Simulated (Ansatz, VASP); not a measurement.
## One calculation of As, two programs

```
As
1.0
     1.88080    1.08588    3.51406
    -1.88080    1.08588    3.51406
     0.00000   -2.17176    3.51406
As
2
Direct
  0.22600 0.22600 0.22600
  0.77400 0.77400 0.77400
```

Alike in both runs: functional PBEsol; k mesh 9 × 9 × 9; occupations fermi-dirac, width 0.05 eV; no spin polarisation.

|  | VASP | Ansatz |
| --- | --- | --- |
| version | VASP 6.6.1 | Ansatz 0.2.0 |
| potentials or method | VASP PAW PBE potentials, release 64 (As), cutoff 520 eV | all-electron PAW datasets made for the crystal |
| task | single point | density of states |

Ansatz gave:

```
gap on the k mesh at the Fermi level (eV)       : none
pressure (GPa)                                  : 0.3
largest component of the traceless stress (GPa) : 0.46
rms of the force components (eV/Å)              : 0.212
```

Task: What did VASP give for the same quantities?

Result: gap on the k mesh at the Fermi level (eV): none; pressure (GPa): 0.7; largest component of the traceless stress (GPa): 0.59; rms of the force components (eV/Å): 0.254.

Atom by atom the forces differ by 0.042 eV/Å (rms over components). A gap of «none» marks a metal or a gap that the smearing closes. Ansatz ran all-electron here, so the differences hold the error of VASP's frozen core and of both bases.

Caveats: the PAW data sets were made with another functional, which shifts forces and pressure a little (VASP); the program warned that the printed levels may be off, so bands, gaps and densities of states are rough (Ansatz); the density of states is complete only up to the lowest level of the last band computed (Ansatz).
